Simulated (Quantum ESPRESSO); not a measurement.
# Equation of state of Sn under Q2D

It takes space group Fd-3m (No. 227, cubic). The conventional cell has a = 6.467 Å, b = 6.467 Å, c = 6.467 Å, α = 90.00°, β = 90.00°, γ = 90.00°. Sn (site symmetry -43m) is surrounded by 4 Sn at 2.80 Å.

This isn't the form of Sn at room conditions, which is tetragonal (white tin).

The cell was scaled at fixed shape and fractions and run with Quantum ESPRESSO, PseudoDojo 0.4.1 SR PBE standard, cutoff 980 eV; Q2D, k mesh 7 × 7 × 7 on the cell of 2 atoms, fermi-dirac occupations of 0.05 eV, no spin polarisation, no spin-orbit coupling. The potentials were made for PBE. Energies are those that the program minimises, any entropy of the smearing included. For a metal such a mesh isn't converged to the digits shown.

```tsv
V (Å³/atom)	energy over the lowest row (meV/atom)
31.7748	25.47
32.4509	12.07
33.1269	?
33.8030	0.00
34.4791	0.25
35.1551	4.05
35.8312	10.98
```

**Question.** Fit the third-order Birch-Murnaghan form, give V0, B0 and B′, and predict the energy left open.

**Answer.** With y = (V0/V)^(2/3), E = E0 + (9 V0 B0/16) [(y - 1)³ B′ + (y - 1)² (6 - 4y)]. Least squares through the rows shown give V0 = 34.0941 Å³/atom, E0 = -0.35 meV, B0 = 45.42 GPa (1 eV/Å³ = 160.218 GPa) and B′ = 5.12, with a largest miss of 0.01 meV. At V = 33.1269 the form with these constants gives 3.77 meV; the run gave 3.76 meV an atom. Measured volume: 34.16 Å³/atom (arxiv:1703.07488), so the fit lies -0.2 % from it. The runs are for a static lattice.
